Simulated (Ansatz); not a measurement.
# CdSe: the cost of one run

Computed with Ansatz 0.2.0 (DFT PBEsol, scalar-relativistic, plane waves, PAW, unless a step's input says otherwise).

1 further run of the same task is left out (set aside as unsound or not needed).

## 1. Starting point

It takes space group F-43m (No. 216, cubic). The conventional cell has a = 6.083 Å, b = 6.083 Å, c = 6.083 Å, α = 90.00°, β = 90.00°, γ = 90.00°. Around Cd (site symmetry -43m) lie 4 Se at 2.63 Å. Around Se (site symmetry -43m) lie 4 Cd at 2.63 Å.

As a file:

```cif
data_structure
_symmetry_space_group_name_H-M 'P 1'
_symmetry_Int_Tables_number 1
_cell_length_a 4.3011
_cell_length_b 4.3011
_cell_length_c 4.3011
_cell_angle_alpha 60.000
_cell_angle_beta 60.000
_cell_angle_gamma 60.000
_cell_volume 56.26
loop_
_atom_site_label
_atom_site_type_symbol
_atom_site_fract_x
_atom_site_fract_y
_atom_site_fract_z
_atom_site_occupancy
Cd1 Cd 0.00000 0.00000 0.00000 1
Se1 Se 0.75000 0.75000 0.75000 1
```

It goes back to an entry of the Materials Project, which need not be the stable form.

It is the result of an earlier relaxation at this level (volume 28.13 Å³/atom; gap on the mesh: 0.48 eV).

## 2. Plan of the line

The energy is mapped over two homogeneous strains; x, y and z are the crystal's own axes (z along the conventional c), which in the input's Cartesian frame point along (1.00, 0.00, 0.00), (0.00, 0.00, -1.00), (0.00, 1.00, 0.00).

The axes are (1) engineering shear strain xz: 7 values from −22.0 %; (2) normal strain along z: 7 values from −15 to 15 %.

Nothing else is relaxed (fractional coordinates fixed). Energies count from the relaxed crystal. Points are written as (first, second).

## 3. Point (−7.3 %, −15 %)

File input.yaml:

```yaml
crystal:
  lattice:
    - [-0.1114639971, 2.5851131655, 3.0413096065]
    - [3.0413096065, -0.1114639971, 3.0413096065]
    - [2.9298456094, 2.4736491684, 0.0]
  atoms:
    - { symbol: Cd, position: [0.0, 0.0, 0.0] }
    - { symbol: Se, position: [0.75, 0.75, 0.75] }
basis:
  ecutwfc: 420
kpoints:
  mp_grid: { grid: [10, 10, 10] }
hamiltonian:
  xc: pbesol
scf:
  occupations: { method: gaussian, width: 0.05 }
output:
  forces: true
  stress: true
  eigenvalues: true
  write_density: true
  write_potential: true
  elf: true
  volumetric_format: npy
```

Run with:

```console
$ ansatz run input.yaml --threads 1 --pin off --max-ram 2048MiB --backend cpu --events-out ev --progress --plain --runs-dir out
```

**Question.** How long does this run take on 1 thread of Arm Neoverse V2, shared host, and how much memory does it need?

About 28 s, with a peak of 0.53 GiB.
